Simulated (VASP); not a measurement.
# Ge (Fd-3m) in VASP: a series of runs

One crystal, Ge, is run at these levels: LDA, r2SCAN; tasks: phonons.

Program: VASP 6.6.1. These are calculated values, not measurements. Logs are shortened: lines on timing, memory, paths and dates and some standing lists are left out, and cuts for length are marked.

### 1 The crystal as given

The structure is cubic, space group Fd-3m (No. 227). The conventional cell has a = 5.658 Å, b = 5.658 Å, c = 5.658 Å, α = 90.00°, β = 90.00°, γ = 90.00°. Ge (site symmetry -43m) is surrounded by 4 Ge at 2.45 Å.

The cell was built by a generator and needn't be a form met in nature.

### 2 Phonons, LDA

Contents of POSCAR:

```
Ge
1.0
    0.0000000000      2.8290000000      2.8290000000
    2.8290000000      0.0000000000      2.8290000000
    2.8290000000      2.8290000000      0.0000000000
Ge
2
Direct
    0.0000000000      0.0000000000      0.0000000000
    0.2500000000      0.2500000000      0.2500000000
```

Contents of INCAR.step1:

```
PREC = Accurate
ENCUT = 600
EDIFF = 1E-8
ISMEAR = -1
SIGMA = 0.03
LREAL = F
LASPH = T
NELM = 60
ALGO = Fast
ISIF = 3
LWAVE = F
LCHARG = F
NELECT = 27.88679
IBRION = 2
NSW = 40
EDIFFG = -0.002
```

Contents of INCAR.step2:

```
PREC = Accurate
ENCUT = 600
EDIFF = 1E-8
ISMEAR = -1
SIGMA = 0.03
LREAL = F
LASPH = T
NELM = 60
ALGO = Fast
ISIF = 2
LWAVE = F
LCHARG = F
NELECT = 27.88679
IBRION = 8
NSW = 1
```

Contents of KPOINTS:

```
regular mesh
0
Gamma
  14 14 14
```

Potentials or basis: VASP PAW LDA potentials, release 64 (Ge_d).

Launch:

```
cat potpaw_LDA.64/Ge_d/POTCAR > POTCAR
cp INCAR.step1 INCAR
mpirun -np 1 vasp_std > vasp.out
cp CONTCAR POSCAR
cp INCAR.step2 INCAR
mpirun -np 1 vasp_std > vasp.out
```

OUTCAR:

```text
PREC = Accurate
   ENCUT = 600
   EDIFF = 1E-8
   ISMEAR = -1
   LREAL = F
   LASPH = T
   NELM = 60
   ISIF = 2
   NELECT = 27.88679
   IBRION = 8
   NSW = 1

 ion  position               nearest neighbor table
   1  0.000  0.000  0.000-   2 2.39   2 2.39   2 2.39   2 2.39
   2  0.250  0.250  0.250-   1 2.39   1 2.39   1 2.39   1 2.39

  LATTYP: Found a face centered cubic cell.
 ALAT       =     5.5276174921

  Lattice vectors:

 A1 = (   0.0000000000,   2.7638087460,   2.7638087460)
 A2 = (   2.7638087460,   0.0000000000,   2.7638087460)
 A3 = (   2.7638087460,   2.7638087460,   0.0000000000)

Analysis of symmetry for initial positions (statically):
=====================================================================
 Subroutine PRICEL returns:
 Original cell was already a primitive cell.

 Routine SETGRP: Setting up the symmetry group for a
 face centered cubic supercell.

 Subroutine GETGRP returns: Found 48 space group operations
 (whereof 24 operations were pure point group operations)
 out of a pool of 48 trial point group operations.

The static configuration has the point symmetry T_d .
 The point group associated with its full space group is O_h .

Analysis of symmetry for dynamics (positions and initial velocities):
=====================================================================
 Subroutine PRICEL returns:
 Original cell was already a primitive cell.

 Routine SETGRP: Setting up the symmetry group for a
 face centered cubic supercell.

 Subroutine GETGRP returns: Found 48 space group operations
 (whereof 24 operations were pure point group operations)
 out of a pool of 48 trial point group operations.

The dynamic configuration has the point symmetry T_d .
 The point group associated with its full space group is O_h .

 Subroutine INISYM returns: Found 48 space group operations
 (whereof 24 operations are pure point group operations),
 and found     1 'primitive' translations

----------------------------------------------------------------------------------------

                                     Primitive cell

  volume of cell :      42.2235

  direct lattice vectors                    reciprocal lattice vectors
     0.000000000  2.763808746  2.763808746    -0.180909768  0.180909768  0.180909768
     2.763808746  0.000000000  2.763808746     0.180909768 -0.180909768  0.180909768
     2.763808746  2.763808746  0.000000000     0.180909768  0.180909768 -0.180909768

  length of vectors
     3.908615812  3.908615812  3.908615812     0.313344910  0.313344910  0.313344910

  position of ions in fractional coordinates (direct lattice)
     0.000000000  0.000000000  0.000000000
     0.250000000  0.250000000  0.250000000

  ion indices of the primitive-cell ions
   primitive index   ion index
                 1           1
                 2           2

----------------------------------------------------------------------------------------

 KPOINTS: regular mesh

Automatic generation of k-mesh.
 Grid dimensions read from file:
 generate k-points for:   14   14   14

 Generating k-lattice:

  Cartesian coordinates                     Fractional coordinates (reciprocal lattice)
    -0.012922126  0.012922126  0.012922126     0.071428571  0.000000000  0.000000000
     0.012922126 -0.012922126  0.012922126     0.000000000  0.071428571  0.000000000
     0.012922126  0.012922126 -0.012922126     0.000000000  0.000000000  0.071428571

[... 65 lines left out ...]
   TEBEG  =    0.0;   TEEND  =   0.0 temperature during run
   PSTRESS=    0.0 pullay stress
   NELECT =      27.8868    total number of electrons
   NUPDOWN=      -1.0000    fix difference up-down
   EMIN   =  10.00;   EMAX   =-10.00  energy-range for DOS
   EFERMI =   0.00;   METHOD = LEGACY
   ISMEAR =    -1;   SIGMA  =   0.03  broadening in eV -4-tet -1-fermi 0-gaus
   EFERMI_NEDOS =   21; number of points for ismear=-14 and -15
   IALGO  =     68    algorithm
   IMIX   =      4    mixing-type and parameters
     AMIX     =   0.40;   BMIX     =  1.00
     AMIX_MAG =   1.60;   BMIX_MAG =  1.00
  volume/ion in A,a.u.               =      21.11       142.47
  Fermi-wavevector in a.u.,A,eV,Ry     =   1.425683  2.694151 27.654828  2.032572
  Thomas-Fermi vector in A             =   2.546041
   LORBIT       =      0    0 simple, 1 ext, 2 COOP (PROOUT), +10 PAW based schemes
   GGA     = CA    functional components
   LHFCALC =     F    Hartree Fock is set to
   AEXX    =    0.0000 exact exchange contribution
   IVDW    =     0    specifies the selected vdW correction
   LEPSILON=     F    determine dielectric tensor
   LRPA    =     F    only Hartree local field effects (RPA)
 non-spin polarized calculation
 RMM-DIIS sequential band-by-band and
  energy-cutoff  :      600.00
  volume of cell :       42.22
 maximum number of plane-waves:      1423
   NGX = 15   NGY = 15   NGZ = 15

--------------------------------------- Ionic step        1  -------------------------------------------

 number of electron      27.8867888 magnetization

 Free energy of the ion-electron system (eV)
  ---------------------------------------------------
  ext. energy  EPLUGINS =         0.00000000
  ---------------------------------------------------
  free energy    TOTEN  =       -10.92388396 eV

  energy without entropy =      -10.92255644  energy(sigma->0) =      -10.92322020

 E-fermi :   4.6806     XC(G=0): -10.5836

 val. band max:        4.6766023938   @ k =   0.2143   0.1429   0.0714
 cond. band min:       4.7104878957   @ k =  -0.2143   0.0714   0.0000
 fundamental gap:      0.0338855020
 Fermi energy:         4.6805571268

 k-point     1 :       0.0000    0.0000    0.0000
  band No.  band energies     occupation
      1     -19.6902      2.00000
      2     -19.6902      2.00000
      3     -19.6902      2.00000
      4     -19.6468      2.00000
      5     -19.6468      2.00000
      6     -19.3963      2.00000
[... 481 lines left out ...]
      5     -19.5842      2.00000
      6     -19.4723      2.00000
[... 10 lines left out ...]
     17      10.4402      0.00000
     18      10.5005      0.00000

 [... further k-points ...]
[... 5 lines left out ...]
  --------------------------------------------------------------------------------------
  -------------------------------------------------------------------------------------
  Total        0.0042694      0.0042694      0.0042694      0.0000000      0.0000000     -0.0000000
  in kB        0.1620049      0.1620049      0.1620049      0.0000000      0.0000000     -0.0000000
  external PRESSURE =       0.1620049 kB  Pullay stress =       0.0000000 kB

 VOLUME and BASIS-vectors are now :
 -----------------------------------------------------------------------------
  energy-cutoff  :      600.00
  volume of cell :       42.22
      direct lattice vectors                 reciprocal lattice vectors
     0.000000000  2.763808746  2.763808746    -0.180909768  0.180909768  0.180909768
     2.763808746  0.000000000  2.763808746     0.180909768 -0.180909768  0.180909768
     2.763808746  2.763808746  0.000000000     0.180909768  0.180909768 -0.180909768

 POSITION                                       TOTAL-FORCE (eV/Angst)
 -----------------------------------------------------------------------------------
      0.00000      0.00000      0.00000         0.000000      0.000000      0.000000
      1.38190      1.38190      1.38190        -0.000000     -0.000000     -0.000000
 -----------------------------------------------------------------------------------
    total drift:                               -0.000000      0.000000      0.000000

  FREE ENERGIE OF THE ION-ELECTRON SYSTEM (eV)
  ---------------------------------------------------
  free  energy   TOTEN  =       -10.9238839587 eV

  energy  without entropy=      -10.9225564399  energy(sigma->0) =      -10.92322020

[... ionic steps 2 to 3 ...]

--------------------------------------- Ionic step        4  -------------------------------------------

 Free energy of the ion-electron system (eV)
  ---------------------------------------------------
  ---------------------------------------------------
  free energy    TOTEN  =        -0.19581392 eV

  energy without entropy =       -0.19581392

------------------------ aborting loop because EDIFF is reached ----------------------------------------

 INTERNAL STRAIN TENSOR  FOR ION    1  DIRECTION 1   (eV/Angst):
 -----------------------------------------------------------------------------
    -0.00753  0.00000  0.00000
     0.00000  0.00450 11.47915
     0.00000 11.47915  0.00450

 INTERNAL STRAIN TENSOR FOR ION    2 for displacements in x,y,z  (eV/Angst):
          X           Y           Z          XY          YZ          ZX
  --------------------------------------------------------------------------------
  x     0.00000    -0.00000    -0.00000     0.00000   -11.47915     0.00000
  y    -0.00000     0.00000    -0.00000     0.00000     0.00000   -11.47915
  z    -0.00000    -0.00000     0.00000   -11.47915     0.00000     0.00000

 SECOND DERIVATIVES (NOT SYMMETRIZED)
 ------------------------------------
               1X          1Y          1Z          2X          2Y          2Z
  1X    -9.939413    0.000000    0.000000    9.939413    0.000000    0.000000
  1Y     0.000000   -9.939413    0.000000    0.000000    9.939413    0.000000
  1Z     0.000000    0.000000   -9.939413    0.000000    0.000000    9.939413
  2X     9.939413    0.000000    0.000000   -9.939413    0.000000    0.000000
  2Y     0.000000    9.939413    0.000000    0.000000   -9.939413    0.000000
  2Z     0.000000    0.000000    9.939413    0.000000    0.000000   -9.939413

 Eigenvectors and eigenvalues of the dynamical matrix
 ----------------------------------------------------

   1 f  =    8.179898 THz    51.395812 2PiTHz  272.852012 cm-1    33.829323 meV
             X         Y         Z           dx          dy          dz
      0.000000  0.000000  0.000000     0.000000   -0.707107    0.000000
      1.381904  1.381904  1.381904     0.000000    0.707107    0.000000
[... 21 lines left out ...]
   6 f  =    0.000000 THz     0.000000 2PiTHz    0.000000 cm-1     0.000000 meV
             X         Y         Z           dx          dy          dz
      0.000000  0.000000  0.000000     0.000000    0.000000    0.707107
      1.381904  1.381904  1.381904     0.000000    0.000000    0.707107

--------------------------------------------------------------------------------------------------------

 ELASTIC MODULI CONTR FROM IONIC RELAXATION (kBar)
 Direction    XX          YY          ZZ          XY          YZ          ZX
 --------------------------------------------------------------------------------
 XX          -0.0000     -0.0000     -0.0000     -0.0000      0.0000     -0.0000
 YY          -0.0000     -0.0000     -0.0000     -0.0000     -0.0000      0.0000
 ZZ          -0.0000     -0.0000     -0.0000      0.0000     -0.0000     -0.0000
 XY          -0.0000     -0.0000      0.0000   -503.0546      0.0000      0.0000
 YZ           0.0000     -0.0000     -0.0000      0.0000   -503.0546      0.0000
 ZX          -0.0000      0.0000     -0.0000      0.0000      0.0000   -503.0546
 --------------------------------------------------------------------------------
```

It took 16 min on 1 thread of Intel Xeon Platinum 8488C (Sapphire Rapids), shared host; peak memory 0.78 GiB.

What came out:

* Relaxed volume: 21.11 Å³/atom
* Relaxed cell: a = 3.909 Å, b = 3.909 Å, c = 3.909 Å, α = 60.00°, β = 60.00°, γ = 60.00°
* Space group after relaxing (to 0.05 Å): Fd-3m (No. 227)
* Highest phonon frequency at Γ: 273 cm⁻¹

The path:
| step | energy change (eV) | largest force (eV/Å) | pressure (GPa) | volume (Å³) |
| --- | --- | --- | --- | --- |
| 1 | 0.0000 | 0.0000 | -4.91 | 45.28 |
| 2 | -0.0385 | 0.0000 | 2.87 | 40.89 |
| 3 | -0.0501 | 0.0000 | -0.02 | 42.23 |
| 4 | -0.0500 | 0.0000 | 0.11 | 42.17 |
| 5 | -0.0501 | 0.0000 | -0.06 | 42.25 |
| 6 | -0.0501 | 0.0000 | 0.00 | 42.22 |

Final structure:
```
Ge
1.0
     0.00000    2.76381    2.76381
     2.76381    0.00000    2.76381
     2.76381    2.76381    0.00000
Ge
2
Direct
  0.00000 0.00000 0.00000
  0.25000 0.25000 0.25000
```

Phonon frequencies in cm⁻¹ (negative: imaginary):
| q point | frequencies |
| --- | --- |
| (0.000, 0.000, 0.000) | 0 0 0 273 273 273 |

Caveat: the cell is charged against a uniform background, so pressure and absolute levels hang on convention.

[end of part 1 of 3]
